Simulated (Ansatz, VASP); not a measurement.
# AlN in VASP and in Ansatz

POSCAR

```
AlN
1.0
    3.3121157400      0.0000000000      0.0000000000
   -1.6560578700      2.8683763700      0.0000000000
    0.0000000000      0.0000000000      4.1875630000
Al N
2 2
Direct
    0.3333333333      0.6666666667      0.7500000000
    0.6666666667      0.3333333333      0.2500000000
    0.3333333333      0.6666666667      0.2500000000
    0.6666666667      0.3333333333      0.7500000000
```

INCAR.step1

```
SYSTEM = AlN
  PREC = Accurate
  ENCUT = 520
  ISMEAR = 0
  SIGMA = 0.01
  LREAL = .False.
  LASPH = .True.
  NELM = 100
  NBANDS = 16
  GGA = PE
  ALGO = Normal
  EDIFF = 1E-4
  LWAVE = .True.
  LCHARG = .False.
```

INCAR.step2

```
SYSTEM = AlN
  PREC = Accurate
  ENCUT = 520
  EDIFF = 1E-6
  ISMEAR = 0
  SIGMA = 0.01
  LREAL = .False.
  LASPH = .True.
  NELM = 100
  ALGO = Normal
  ISIF = 2
  LWAVE = .False.
  LCHARG = .False.
  METAGGA = R2SCAN
  LMIXTAU = .True.
  NBANDS = 16
  ISTART = 1
```

The input KPOINTS:

```
Automatic mesh
0
Gamma
  6 6 4
  0 0 0
```

Input for Ansatz:

```yaml
crystal:
  lattice:
    - [3.31211574, 0.0, 0.0]
    - [-1.65605787, 2.86837637, 0.0]
    - [0.0, 0.0, 4.187563]
  atoms:
    - { symbol: Al, position: [0.3333333333333333, 0.6666666666666666, 0.75] }
    - { symbol: Al, position: [0.6666666666666666, 0.3333333333333333, 0.25] }
    - { symbol: "N", position: [0.3333333333333333, 0.6666666666666666, 0.25] }
    - { symbol: "N", position: [0.6666666666666666, 0.3333333333333333, 0.75] }
basis:
  ecutwfc: 500.0
kpoints:
  mp_grid:
    grid: [6, 6, 4]
hamiltonian:
  xc: r2scan
  pseudopotentials:
    kind: paw
scf:
  occupations:
    method: fixed
output:
  stress: true
```

Measurements of this composition are mostly on another form, of space group No. 186.

Alike in both runs: task single point; functional r2SCAN; k mesh 6 × 6 × 4; no spin polarisation.

|  | VASP | Ansatz |
| --- | --- | --- |
| version | VASP 6.6.1 | Ansatz 0.2.0 |
| potentials or method | VASP PAW PBE potentials, release 64 (Al, N) | plane waves, PAW |
| plane-wave cutoff (eV) | 520 | 500 |
| occupations | gaussian, width 0.01 eV | fixed |
| valence electrons in the cell | 16 | 16 |

Ansatz gave:

```
pressure (GPa)                                  : -5.1
largest component of the traceless stress (GPa) : 0.12
```

**Question.** What did VASP give for the same quantities?

**Answer.** Pressure (GPa): -5.6; largest component of the traceless stress (GPa): 0.35.

Caveats: the PAW data sets were made with another functional, which shifts forces and pressure a little (VASP). r2SCAN opens gaps a little over a GGA but as a rule still falls short of measured ones.
